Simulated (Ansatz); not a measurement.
## Deforming MgS

```
Mg S
1.0
     0.00000    2.60165    2.60165
     2.60165    0.00000    2.60165
     2.60165    2.60165    0.00000
Mg S
1 1
Direct
  0.00000 0.00000 0.00000
  0.50000 0.50000 0.50000
```

Atoms are numbered in the order listed.

The cell is COD entry 9008672, as deposited and not checked against the literature; nothing was relaxed.

Method: Ansatz 0.2.0, DFT, PBE, all-electron PAW with datasets made for the crystal, scalar-relativistic.

Settings: a Γ-centred 10×10×10 k mesh, Fermi–Dirac smearing of 0.03 eV, cutoff 200 eV (chosen by the program for this cell), no spin polarisation.

The unchanged cell is at 1.15 GPa, so energy changes include a term −P ΔV where the volume moves.

Semilocal functionals give too small gaps.

x, y and z are the Cartesian axes of the cell as listed; fractional coordinates follow a strain, and an engineering shear is twice the off-diagonal strain component.

Vzz stands for the principal value of largest size of the field-gradient tensor, whatever its axis.

(1) With this change (z strained by +4 % at fixed volume), what becomes of the energy and stress and field gradients and gap?

(2) With this change (x and y strained by -3 %, z held), what becomes of the energy and stress and field gradients and gap?

With atom 1 (Mg) moved by (0.0693, 0.0693, 0.0693) Å: energy change +10 meV/atom; stress change (xx, yy, zz, yz, xz, xy) 0.48, 0.48, 0.48, -0.07, -0.07, -0.07 GPa, compression positive; change of the force on Mg1 (-0.194, -0.194, -0.194) eV/Å; Vzz in 10²¹ V/m²: Mg1 0 → 0.12 (η = 0.00), S2 0 → -0.02 (η = 0.00); gap on the k mesh 2.79 → 2.78 eV.

(3) What force constant does this one finite step give for Mg1 along its displacement (all its periodic images move with it)?

Answers

(1) Energy change +13 meV/atom; stress change (xx, yy, zz, yz, xz, xy) 2.47, 2.47, -3.33, 0.00, 0.00, 0.00 GPa, compression positive; Vzz in 10²¹ V/m²: Mg1 0 → 0.97 (η = 0.00), S2 0 → 0.35 (η = 0.00); gap on the k mesh 2.79 → 2.57 eV.

(2) Energy change +29 meV/atom; stress change (xx, yy, zz, yz, xz, xy) 7.01, 7.01, 2.73, 0.00, 0.00, 0.00 GPa, compression positive; Vzz in 10²¹ V/m²: Mg1 0 → 0.55 (η = 0.00), S2 0 → 0.30 (η = 0.00); gap on the k mesh 2.79 → 2.78 eV.

(3) k = −ΔF·u/|u|² = 2.81 eV/Å², so the force pulls the atom back.
